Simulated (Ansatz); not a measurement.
# PbS in Ansatz: convergence with smearing width

Input of the first run (smearing width 0.3 eV); the others differ in this setting and in those tied to it:

input.yaml

```yaml
crystal:
  lattice:
    - [4.0896976867, 0.0, 0.0]
    - [-2.0448488433, 3.5417820905, 0.0]
    - [0.0, 0.0, 3.788167]
  atoms:
    - { symbol: Pb, position: [0.0, 0.0, 0.0] }
    - { symbol: S, position: [0.6666666667, 0.3333333333, 0.5] }
kpoints:
  mp_grid: { grid: [8, 8, 7] }
scf:
  occupations: { method: fermi_dirac, width: 0.3 }
hamiltonian:
  xc: pbe
  pseudopotentials: { kind: all_electron, lapw: { basis_error: 0.001 } }
output:
  forces: true
  stress: true
  eigenvalues: true
```

Potentials or basis: all-electron LAPW, scalar-relativistic.

Command:

```sh
$ ansatz run input.yaml --threads 1 --pin off --max-ram 3072MiB --backend cpu --events-out ev --progress --plain --runs-dir out
```

Measurements of this composition are mostly on another form, of space group No. 225.

Hardware: 1 thread of Intel(R) Xeon(R) Processor @ 2.50GHz (Skylake/Cascade Lake), with other jobs on the host.

Q: The values tried are 0.3 eV, 0.2 eV, 0.15 eV, 0.1 eV, 0.05 eV, 0.025 eV, 0.01 eV, loosest first. From which on does the pressure stay within 0.1 GPa of the tightest run that finished?

A: From 0.05 eV on.

```tsv
smearing width	energy less the tightest run, at zero smearing (meV/atom)	pressure (GPa)	SCF cycles	CPU time (s)	peak memory (GiB)
0.3 eV	7.25	-0.26	11	38	0.32
0.2 eV	1.96	-0.18	11	33	0.32
0.15 eV	0.91	-0.11	11	36	0.32
0.1 eV	0.24	-0.04	9	31	0.32
0.05 eV	0.11	0.03	9	30	0.32
0.025 eV	0.02	0.08	9	30	0.32
0.01 eV	0.00	0.08	9	28	0.32
```

Against the tightest run, the energy stays within 1 meV/atom from 0.15 eV on. The tightest run that finished is the yardstick and may itself not be fully converged.

Caveat, for the tightest run too: spin-orbit coupling is left out, which as a rule narrows the gap of such compounds by several tenths of an eV; an odd mesh through Γ misses points on the zone boundary, where band edges often lie.
